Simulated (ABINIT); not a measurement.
# Be (Im-3m) in ABINIT: single point with WC

Aim: the single point of Be with WC.

Program: ABINIT 10.8.3 (patched build). These are calculated values, not measurements. Logs are shortened: lines on timing, memory, paths and dates and some standing lists are left out, and cuts for length are marked. The log counts tension as positive stress, the text compression.

## Step 1: Starting point

The structure is cubic, space group Im-3m (No. 229). The conventional cell has a = 2.506 Å, b = 2.506 Å, c = 2.506 Å, α = 90.00°, β = 90.00°, γ = 90.00°. Be (site symmetry m-3m) is surrounded by 8 Be at 2.17 Å.

This isn't the form of Be at room conditions, which is hcp.

## Step 2: Single point, WC

The input, run.abi:

```
# Pseudopotentials
pp_dirpath "./"
pseudos "Be.upf"

# Structure
acell 3*1.0
rprim
    -2.3680553990     2.3680553990     2.3680553990
     2.3680553990    -2.3680553990     2.3680553990
     2.3680553990     2.3680553990    -2.3680553990
ntypat 1
znucl 4
natom 1
typat 1
xred
     0.0000000000     0.0000000000     0.0000000000

# Plane-wave basis
ecut 1034.032677 eV

# k points
kptopt 1
ngkpt 11 11 11
nshiftk 1
shiftk 0.0 0.0 0.0

# Exchange and correlation
ixc 23

# Bands and occupations
nband 6
occopt 3
tsmear 0.00183747

# SCF cycle
nstep 100
tolvrs 1.0e-10

# Output
iomode 3
prtwf 0
prtden 0
prteig 0
prtebands 0
```

Potentials or basis: PseudoDojo NC SR PBEsol v0.4.1 standard.

Run with:

```bash
$ abinit run.abi > log 2>&1
```

run.abo:

```text
.Version 10.8.3 of ABINIT
 Symmetries : space group Im -3 m (#229); Bravais cI (body-center cubic)
================================================================================
 Values of the parameters that define the memory need of the present run
     intxc =       0    ionmov =       0      iscf =       7    lmnmax =       4
     lnmax =       4     mgfft =      24  mpssoang =       2    mqgrid =    3001
     natom =       1  nloc_mem =       1    nspden =       1   nspinor =       1
    nsppol =       1      nsym =      48    n1xccc =       0    ntypat =       1
    occopt =       3   xclevel =       2
       mpw =         606          nfft =       13824          nkpt =          56
================================================================================
================================================================================

--------------------------------------------------------------------------------
------------- Echo of variables that govern the present computation ------------
--------------------------------------------------------------------------------
 -outvars: echo values of preprocessed input variables --------
            acell      1.0000000000E+00  1.0000000000E+00  1.0000000000E+00 Bohr
              amu      9.01218200E+00
             ecut      3.80000000E+01 Hartree
                       outvar_i_n : Printing only first  50 k-points.
              ixc          23
                       outvar_i_n : Printing only first  50 k-points.
         kptrlatt       11    0    0      0   11    0      0    0   11
          kptrlen      4.51175149E+01
            natom           1
            nband           6
            ngfft          24      24      24
             nkpt          56
            nstep         100
             nsym          48
           ntypat           1
                       prtocc : prtvol=0, do not print more k-points.
           occopt           3
           prtden           0
        prtebands           0
           prteig           0
            prtwf           0
            rprim     -2.3680553990E+00  2.3680553990E+00  2.3680553990E+00
                       2.3680553990E+00 -2.3680553990E+00  2.3680553990E+00
                       2.3680553990E+00  2.3680553990E+00 -2.3680553990E+00
          spgroup         229
           tolvrs      1.00000000E-10
           tsmear      1.83747000E-03 Hartree
            typat      1
                       outvars : Printing only first  50 k-points.
            znucl        4.00000

================================================================================

 chkinp: Checking input parameters for consistency.

================================================================================
== DATASET  1 ==================================================================

--- !DatasetInfo
iteration_state: {dtset: 1, }
dimensions: {natom: 1, nkpt: 56, mband: 6, nsppol: 1, nspinor: 1, nspden: 1, mpw: 606, }
cutoff_energies: {ecut:  38.0, pawecutdg:  -1.0, }
electrons: {nelect:   4.00000000E+00, charge:   0.00000000E+00, occopt:   3.00000000E+00, tsmear:   1.83747000E-03, }
meta: {optdriver: 0, ionmov: 0, optcell: 0, iscf: 7, paral_kgb: 0, }
...

 Exchange-correlation functional for the present dataset will be:
  GGA: Wu Cohen functional - ixc=23
  Z. Wu and R. E. Cohen, PRB 73, 235116 (2006)

 Real(R)+Recip(G) space primitive vectors, cartesian coordinates (Bohr,Bohr^-1):
 R(1)= -2.3680554  2.3680554  2.3680554  G(1)=  0.0000000  0.2111437  0.2111437
 R(2)=  2.3680554 -2.3680554  2.3680554  G(2)=  0.2111437  0.0000000  0.2111437
 R(3)=  2.3680554  2.3680554 -2.3680554  G(3)=  0.2111437  0.2111437  0.0000000
 Unit cell volume ucvol=  5.3117248E+01 bohr^3
 Angles (23,13,12)=  1.09471221E+02  1.09471221E+02  1.09471221E+02 degrees

 getcut: wavevector=  0.0000  0.0000  0.0000  ngfft=  24  24  24
         ecut(hartree)=     38.000   => boxcut(ratio)=   2.10864

--- Pseudopotential description ------------------------------------------------
- pspini: atom type   1  psp file is ./Be.upf
12 -116133 1 -1 1358                          pspcod,pspxc,lmax,lloc,mmax
     nproj     2     2

   1.54516642E+01                                ecore*ucvol(ha*bohr**3)
--------------------------------------------------------------------------------

================================================================================

--- !BeginCycle
iteration_state: {dtset: 1, }
solver: {iscf: 7, nstep: 100, nline: 4, wfoptalg: 0, }
tolerances: {tolvrs: 1.00E-10, }
...

     iter   Etot(hartree)      deltaE(h)  residm     vres2
 ETOT  1  -13.898730918596    -1.390E+01 5.194E-02 2.799E-01
 ETOT  2  -13.901594807603    -2.864E-03 8.971E-04 1.405E-03
 ETOT  3  -13.901594854015    -4.641E-08 2.250E-04 8.448E-06
 ETOT  4  -13.901594854511    -4.969E-10 2.460E-04 7.714E-08
 ETOT  5  -13.901594854515    -3.396E-12 5.077E-05 2.318E-10
 ETOT  6  -13.901594854515     2.327E-13 4.502E-05 1.706E-12

 At SCF step    6       vres2   =  1.71E-12 < tolvrs=  1.00E-10 =>converged.

 Cartesian components of stress tensor (hartree/bohr^3)
  sigma(1 1)=  7.37809787E-05  sigma(3 2)=  0.00000000E+00
  sigma(2 2)=  7.37809787E-05  sigma(3 1)=  0.00000000E+00
  sigma(3 3)=  7.37809787E-05  sigma(2 1)=  0.00000000E+00

--- !ResultsGS
iteration_state: {dtset: 1, }
comment   : Summary of ground state results
lattice_vectors:
- [ -2.3680554,   2.3680554,   2.3680554, ]
- [  2.3680554,  -2.3680554,   2.3680554, ]
- [  2.3680554,   2.3680554,  -2.3680554, ]
lattice_lengths: [   4.10159,    4.10159,    4.10159, ]
lattice_angles: [109.471, 109.471, 109.471, ] # degrees, (23, 13, 12)
lattice_volume:   5.3117248E+01
convergence: {deltae:  2.327E-13, res2:  1.706E-12, residm:  4.502E-05, diffor: null, }
etotal    :  -1.39015949E+01
entropy   :   0.00000000E+00
fermie    :   2.76515156E-01
cartesian_stress_tensor: # hartree/bohr^3
- [  7.37809787E-05,   0.00000000E+00,   0.00000000E+00, ]
- [  0.00000000E+00,   7.37809787E-05,   0.00000000E+00, ]
- [  0.00000000E+00,   0.00000000E+00,   7.37809787E-05, ]
pressure_GPa:  -2.1707E+00
xred      :
- [  0.0000E+00,   0.0000E+00,   0.0000E+00, Be]
cartesian_forces: # hartree/bohr
- [ -0.00000000E+00,  -0.00000000E+00,  -0.00000000E+00, ]
force_length_stats: {min:   0.00000000E+00, max:   0.00000000E+00, mean:   0.00000000E+00, }
...

 Integrated electronic density in atomic spheres:
 ------------------------------------------------
 Atom  Sphere_radius  Integrated_density
    1        2.00000          3.24282855
================================================================================

 ----iterations are completed or convergence reached----

 Mean square residual over all n,k,spin=   20.904E-08; max=  45.017E-06
 reduced coordinates (array xred) for    1 atoms
       0.000000000000      0.000000000000      0.000000000000
 rms dE/dt=  0.0000E+00; max dE/dt=  0.0000E+00; dE/dt below (all hartree)
    1       0.000000000000      0.000000000000      0.000000000000

 cartesian coordinates (angstrom) at end:
    1      0.00000000000000     0.00000000000000     0.00000000000000

 cartesian forces (hartree/bohr) at end:
    1     -0.00000000000000    -0.00000000000000    -0.00000000000000
 frms,max,avg= 0.0000000E+00 0.0000000E+00   0.000E+00  0.000E+00  0.000E+00 h/b

 cartesian forces (eV/Angstrom) at end:
    1     -0.00000000000000    -0.00000000000000    -0.00000000000000
 frms,max,avg= 0.0000000E+00 0.0000000E+00   0.000E+00  0.000E+00  0.000E+00 e/A
 length scales=  1.000000000000  1.000000000000  1.000000000000 bohr
              =  0.529177210544  0.529177210544  0.529177210544 angstroms
 Fermi (or HOMO) energy (hartree) =   0.27652   Average Vxc (hartree)=  -0.40935
 Eigenvalues (hartree) for nkpt=  56  k points:
 kpt#   1, nband=  6, wtk=  0.00075, kpt=  0.0000  0.0000  0.0000 (reduced coord)
  -3.40400   -0.16619    0.99639    0.99639    0.99639    1.41443
      occupation numbers for kpt#   1
   2.00000    2.00000    0.00000    0.00000    0.00000    0.00000
 prteigrs : prtvol=0 or 1, do not print more k-points.

--- !EnergyTerms
iteration_state     : {dtset: 1, }
comment             : Components of total free energy in Hartree
kinetic             :  8.70466204607922E+00
hartree             :  2.08899745812666E+00
xc                  : -2.41797493165277E+00
Ewald energy        : -6.14720998680364E+00
psp_core            :  2.90897303579824E-01
local_psp           : -6.24188164498590E+00
non_local_psp       : -1.01789906172114E+01
internal            : -1.39015003728680E+01
'-kT*entropy'       : -9.44816465515872E-05
total_energy        : -1.39015948545146E+01
total_energy_eV     : -3.78281667021338E+02
band_energy         : -6.67188430407850E+00
...

 Cartesian components of stress tensor (hartree/bohr^3)
  sigma(1 1)=  7.37809787E-05  sigma(3 2)=  0.00000000E+00
  sigma(2 2)=  7.37809787E-05  sigma(3 1)=  0.00000000E+00
  sigma(3 3)=  7.37809787E-05  sigma(2 1)=  0.00000000E+00

-Cartesian components of stress tensor (GPa)         [Pressure= -2.1707E+00 GPa]
- sigma(1 1)=  2.17071134E+00  sigma(3 2)=  0.00000000E+00
- sigma(2 2)=  2.17071134E+00  sigma(3 1)=  0.00000000E+00
- sigma(3 3)=  2.17071134E+00  sigma(2 1)=  0.00000000E+00

== END DATASET(S) ==============================================================
================================================================================

 -outvars: echo values of variables after computation  --------
            acell      1.0000000000E+00  1.0000000000E+00  1.0000000000E+00 Bohr
           etotal     -1.3901594855E+01
            fcart     -0.0000000000E+00 -0.0000000000E+00 -0.0000000000E+00
            rprim     -2.3680553990E+00  2.3680553990E+00  2.3680553990E+00
                       2.3680553990E+00 -2.3680553990E+00  2.3680553990E+00
                       2.3680553990E+00  2.3680553990E+00 -2.3680553990E+00
           strten      7.3780978706E-05  7.3780978706E-05  7.3780978706E-05
                       0.0000000000E+00  0.0000000000E+00  0.0000000000E+00
 Calculation completed.
```

Run time: 3.6 s. Hardware: 1 thread of Arm Neoverse V1, shared host; peak memory 0.06 GiB.

What came out:

```yaml
Free_energy: -378.2817 eV
Pressure: -2.2 GPa
Band_gap_on_the_k_mesh: none (metal or under the smearing width)
Valence_electrons_inside_the_program's_atomic_spheres: Be 3.24 (radii [1.0584] Å)
```

Levels at points of the mesh, in eV from the Fermi level:
| k point | band 2 | band 3 | band 4 | band 5 | band 6 |
| --- | --- | --- | --- | --- | --- |
| (0.00, 0.00, 0.00) | -12.05 | 19.59 | 19.59 | 19.59 | 30.96 |

Caveat: the cutoff is short for stress, so the pressure is rough; the potentials were made for another functional, which shifts forces and pressure.
